A crystal that is held in a cell one per cent too short in each direction is held in a volume about three per cent too small. It pushes back with a pressure of three per cent of its bulk modulus B, the stiffness against uniform compression. For rutile TiO₂, B is roughly 210 GPa, a typical value recalled to two figures. A length mismatch of one per cent is therefore worth about 6 GPa, and a tenth of a per cent still about 0.6 GPa.

This count gives an estimate of the pressure that a density functional assigns to a fixed cell. Near the volume V₀ that a functional prefers, its energy E is close to a parabola in the volume V:

E(V) ≈ E(V₀) + B (V − V₀)² / (2V₀)

P = −dE/dV ≈ B (V₀ − V) / V₀ ≈ 3 B e

Here P is the pressure and e is the fraction by which the functional would like the cell edges to be longer than they are. A positive pressure means that the cell wants to expand, a negative one that it wants to shrink. It is the outside load that would keep the model crystal at the given size.

A rod clamped between two rigid walls behaves in the same way. If its natural length slightly exceeds the gap, it pushes on the walls in proportion to its stiffness and to the mismatch. The picture holds for small mismatches and for the mean pressure. A rod has only one direction, however, whereas rutile has two independent edges, and there the picture will fail.

Plane-wave PAW DFT with GPAW 26.7.0 for rutile TiO₂ at one fixed geometry (a = b = 4.600 Å, c = 2.959 Å), without spin polarisation; the LDA row includes a Hubbard U of 4 eV on Ti d. The cutoff is 800 eV, the k mesh 4 × 4 × 6 and the Fermi-Dirac smearing 0.05 eV. Pressure and stress are positive in compression, with xx along a and zz along c.

```
functional                                           potentials  pressure (GPa)  stress xx (GPa)  stress zz (GPa)
       LDA                 GPAW-PAW-data-sets-(gpaw-data-1.2.1)          -3.290           -3.830           -2.210
       PBE                                          JTH-PAW-2.0           4.790            5.030            4.320
    PBEint  PAW-data-sets-made-by gpaw-setup-for-the-functional           1.310            1.660            0.620
      TPSS                 GPAW-PAW-data-sets-(gpaw-data-1.2.1)           3.150            3.020            3.420
        WC  PAW-data-sets-made-by gpaw-setup-for-the-functional          -1.350           -0.940           -2.170
     rSCAN                 GPAW-PAW-data-sets-(gpaw-data-1.2.1)          -0.780           -0.730           -0.900
```

The atoms and the cell are the same in every row, so the differences in pressure come from the functional and from the atomic data sets (potentials) used with it, and in the row labelled LDA also from an added term that is discussed at the end. The largest force on any atom is about 0.04 eV/Å, which means that the atoms sit close to their preferred places within the cell. What remains is mainly a disagreement about the size of the cell. PBE wants a larger one, at 4.79 GPa, and WC a smaller one, at −1.35 GPa.

Theory gives a reason for this disagreement. When a crystal expands, the electron density between the atoms thins out and becomes more uneven. In functionals that depend on the density gradient, exchange lowers the energy of uneven densities and correlation takes back part of the gain. The stronger the net dependence, the more a functional tends to favour a larger cell. PBE has a fairly strong dependence and usually makes oxides too large. WC was designed for solids, with a weaker dependence where it matters for bonding, and PBEint was built to bridge PBE and PBEsol, a variant of PBE for solids that usually gives lengths close to those of WC.

The rung of a functional, that is, the number of ingredients it uses, is a poor guide to the pressure. TPSS and rSCAN both add the kinetic energy density to the density and its gradient, yet they differ by 3.9 GPa. TPSS lies on the side of PBE, while rSCAN lies near WC. Both use GPAW's standard data sets, which for such functionals are by default those made for PBE, so neither pressure is fully consistent with its functional. What counts is the length that a functional typically gives for solids, and this is the quantity to remember.

The rule needs one such length bias for each functional. Rough recalled values are +1 % for PBE, +0.8 % for TPSS, and about zero for WC and rSCAN. PBEint is placed at +0.5 %, halfway between WC and PBE, which is a guess. These biases were chosen with the computed pressures in view, so the agreement below shows that the picture is consistent and is not a blind prediction.

For PBE the estimate takes one line:

P ≈ 3 × 210 GPa × 0.01 = 6.3 GPa

The calculation gives 4.79 GPa. The sign and the size are right, but the estimate is too high by about 30 % of the computed value. There is little point in chasing this miss: a bias of 0.8 % instead of 1 % would remove most of it, and no recalled bias is that sharp.

WC is the second example and the more instructive one. With a bias of zero the rule predicts no pressure at all, whereas the calculation gives −1.35 GPa. The estimate is again too high, and by nearly the same amount as for PBE. The difference between the two functionals therefore comes out much better than either pressure, at 6.3 GPa estimated against 6.14 GPa computed.

The same tendency appears in each of the five rows from PBE to rSCAN, where the rule is too high by 0.8 to 1.9 GPa. A single shift of −1.5 GPa, fitted to these five rows, removes most of the error:

P ≈ 3 B e − 1.5 GPa

PBE then becomes 4.8 GPa and WC −1.5 GPa, but both rows took part in the fit and are its two closest. The typical miss over the five rows falls from 1.5 to 0.4 GPa, and it is about 0.5 GPa when the shift for each row is taken from the other four. That test leaves out only the shift, since the biases had seen every row. With 0.1 % of bias worth 0.6 GPa, the rule should not be trusted to better than about 1 GPa.

The shift corresponds to about 0.2 % in length, as if the cell were slightly longer than the one to which the biases refer. If the cell was taken from a measurement, one possible source is the swelling caused by thermal and zero-point vibration, which a static calculation leaves out. This would count only if the recalled biases refer to cells corrected for that swelling. An error common to the recalled biases, or to the computed stresses, would look the same. A finite plane-wave cutoff, for instance, is expected to leave a spurious tension in the stress (the Pulay stress), and its size at 800 eV was not tested here. The table cannot separate these sources, so the shift is a calibration for this cell and should not be carried over to another.

The calibrated rule still does not rank close neighbours. It gives WC and rSCAN the same pressure, while the calculation places them 0.6 GPa apart, which is what a change of only 0.1 % in length would produce. The mesh of k points, on which the electron waves are sampled, is coarse in every row, although its error should largely cancel between two rows. More to the point, the two rows use different data sets, and those of rSCAN were not made for it. Their order should be left open.

The idea of a bridge can be tested on PBEint, which shares its kind of data set with WC. Its pressure of 1.31 GPa lies between those of WC and PBE, as its design suggests, and not far below their midpoint of 1.72 GPa. The design fixes only the two ends, PBEsol at small gradients and PBE at large ones, and does not say how far between them a given solid should fall. This comparison needs neither the bulk modulus nor a recalled bias. Like the difference between PBE and WC above, however, it leans on the PBE row, whose data set is of another kind and carries a warning that it was cut short, with an effect that is not known.

The range of the rule is set by the parabola. A real crystal stiffens as it is compressed, and for a bias of +1 % a standard equation of state with a rough stiffening parameter adds about 0.5 GPa to the straight-line estimate. That is no more than the uncertainty of the recalled bias, but it is as large as the typical miss of the shifted rule. Under tension the crystal softens, and the correction weakens the pull instead. For mismatches of several per cent the correction grows quickly, and the straight line should be given up.

The rule also fails where the clamped rod fails, in the separate directions. The pressure is the mean of the three stresses, and in rutile the stress along the two equal edges (xx and yy) need not match that along the short edge (zz). For WC they are −0.94 and −2.17 GPa, so the crystal pulls inwards more strongly along the short edge. TPSS pushes outwards, again more strongly along the short edge, with 3.02 and 3.42 GPa. The rule has a single stiffness and a single length bias, so it says nothing about this difference. Rutile is stiffer along the short edge, so an equal mismatch in all directions is expected to give the larger stress along that edge, whether the crystal pulls or pushes. TPSS and rSCAN fit this pattern, with only a modest difference between the two stresses. For WC the stress along the short edge is more than twice the other, which is probably more than stiffness alone can explain. PBE breaks the pattern, with 5.03 GPa along the equal edges and 4.32 GPa along the short one, and so does PBEint. These three functionals seem to prefer a smaller ratio of the short edge to the equal ones. The row labelled LDA breaks the pattern most, and in the opposite sense: it pulls with −3.83 GPa along the equal edges and only −2.21 GPa along the stiffer short one, as if it preferred a larger ratio. The analysis printed below lists the difference for each row, together with the estimates.

The LDA row shows what happens when a label hides a second ingredient. LDA has no gradient dependence and typically makes solids about 1 % too short, so the unshifted rule gives −6.3 GPa, but the calculation gives only −3.29 GPa. The run in fact includes a Hubbard U of 4 eV on the titanium d shell, a correction that penalises partly filled d orbitals. Such a term usually expands TiO₂, which would move the pressure in the observed direction, and for this reason the row was kept out of the fit.

How much of the gap is due to U remains open, because there is no LDA run without it. The rule makes a definite proposal for that run in the same cell: between −6 and −8 GPa, depending on whether the common shift is applied. A result in that range would assign most of the discrepancy to U. A result near −3 GPa would instead suggest that the recalled LDA bias is wrong for this oxide.

The analysis program printed:

```
fit of dev on 5 rows (plain): constant -1.474 +/- 0.2; rms 0.401, worst rSCAN -0.694, leave-one-out rms 0.502
  rows outside the fit (model, value, miss): LDA -1.474, 3.01, -4.48
Rule of thumb against the calculation (GPa, bias in per cent of length):
     row  bias  computed  rule  rule_miss  shifted_rule  shifted_miss  xx_minus_zz
     LDA    -1     -3.29  -6.3      -3.01        -7.774        -4.484        -1.62
     PBE     1      4.79   6.3       1.51         4.826         0.036         0.71
  PBEint   0.5      1.31  3.15       1.84         1.676         0.366         1.04
    TPSS   0.8      3.15  5.04       1.89         3.566         0.416         -0.4
      WC     0     -1.35     0       1.35        -1.474        -0.124         1.23
   rSCAN     0     -0.78     0       0.78        -1.474        -0.694         0.17
Pressure per 0.1 per cent of length, GPa: 0.63
Rms miss of the unshifted rule, five rows without U, GPa: 1.528
Largest miss of the unshifted rule, five rows without U, GPa: 1.89
Rms miss of the shifted rule, five rows without U, GPa: 0.4013
Largest miss of the shifted rule, five rows without U, GPa: 0.694
Rms miss if the mean pressure of the five rows is guessed for all, GPa: 2.318
Common shift expressed as a length, per cent: -0.234
PBE volume mismatch implied by its pressure, per cent: 2.281
WC volume mismatch implied by its pressure, per cent: -0.6429
PBE less WC, computed, GPa: 6.14
PBE less WC, rule, GPa: 6.3
PBEint less WC, computed, GPa: 2.66
Midpoint of PBE and WC pressures, GPa: 1.72
TPSS less rSCAN, computed, GPa: 3.93
Extra pressure from curvature at +1 per cent of length, GPa: 0.4607
Largest force on an atom in any row, eV/A: 0.04296
```
